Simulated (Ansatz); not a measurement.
Crystal: Hg.

```
CELL_PARAMETERS angstrom
3.46181 0.00000 0.00000
-1.73090 2.99802 0.00000
0.00000 0.00000 5.48755
ATOMIC_POSITIONS crystal
Hg 0.33333 0.66667 0.25000
Hg 0.66667 0.33333 0.75000
```

Base run:

| Item | Value |
| --- | --- |
| Program | Ansatz 0.2.0 |
| Functional | LDA |
| Potentials or basis | all-electron LAPW, scalar-relativistic |
| Cutoff | 169 eV |
| Density cutoff | 678 eV |
| Basis error allowed | 0.001 eV/atom |
| k mesh | 9 × 9 × 5 |
| Occupations | fermi-dirac, width 0.05 eV |
| Spin | no spin polarisation |

Its results: pressure -4.2 GPa.

Task: The run is repeated on the same cell with these changes: functional from LDA to PBEsol. What comes out?

Result: Pressure -2.5 GPa.

PBEsol binds less tightly than LDA, so the same cell stands under more pressure.

Not every run made on this cell is shown here.
